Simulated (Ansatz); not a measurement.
A calculation with Ansatz 0.2.0 of CdSe (native input, Cartesian positions):

input.yaml

```yaml
crystal:
  lattice:
    - [0.0, 2.873958, 2.873958]
    - [2.873958, 0.0, 2.873958]
    - [2.873958, 2.873958, 0.0]
  atoms:
    - { symbol: Cd, spin: 0.5, spin_axis: [0.5, 0.0, 0.0], position_ang: [0.0, 0.0, 0.0] }
    - { symbol: Se, position_ang: [2.873958, 2.873958, 2.873958] }
hamiltonian:
  xc: lda
  pseudopotentials: { kind: paw_fr }
magnetization:
  noncollinear: true
  spin_orbit: true
kpoints:
  mp_grid: { grid: [8, 8, 8] }
scf:
  occupations: { method: fermi_dirac, width: 0.15 }
output:
  forces: true
  stress: true
  eigenvalues: true
  efg: {}
```

Potentials or basis: Ansatz PAW.

The run is started by

```sh
$ ansatz run input.yaml --threads 1 --pin off --max-ram 2560MiB --backend cpu --events-out ev --progress --plain --runs-dir out
```

Measurements of this composition are mostly on another form, of space group No. 186.

**Question.** Write the same calculation in another form: native input, structure typed inline.

**Answer.** As run:

The input input.yaml:

```yaml
crystal:
  lattice:
    - [0.0, 2.873958, 2.873958]
    - [2.873958, 0.0, 2.873958]
    - [2.873958, 2.873958, 0.0]
  atoms:
    - { symbol: Cd, position: [0.0, 0.0, 0.0], spin: 0.5, spin_axis: [0.5, 0.0, 0.0] }
    - { symbol: Se, position: [0.5, 0.5, 0.5] }
hamiltonian:
  xc: lda
  pseudopotentials: { kind: paw_fr }
magnetization:
  noncollinear: true
  spin_orbit: true
kpoints:
  mp_grid: { grid: [8, 8, 8] }
scf:
  occupations: { method: fermi_dirac, width: 0.15 }
output:
  forces: true
  stress: true
  eigenvalues: true
  efg: {}
  write_density: true
  write_potential: true
  elf: true
  volumetric_format: npy
```

Potentials or basis: Ansatz PAW.

Launch:

```console
$ ansatz run input.yaml --threads 1 --pin off --max-ram 2560MiB --backend cpu --events-out ev --progress --plain --runs-dir out
```

Both were run:

|  | native input, Cartesian positions | native input, structure typed inline |
| --- | --- | --- |
| Pressure | -6.0 GPa | -6.0 GPa |
| Band gap on the k mesh | none (metal or under the smearing width) | none (metal or under the smearing width) |
| Net moment | 0.00 μB per cell | 0.00 μB per cell |
| Absolute moment | 0.00 μB per cell | 0.00 μB per cell |

Keys that steer only the numerical path or the files written may differ.

Caveat: the PAW data sets come from PBE, with cores solved anew for the run's functional, which leaves a small shift of forces and pressure; the starting moments weren't kept; the thresholds are loose for stress.
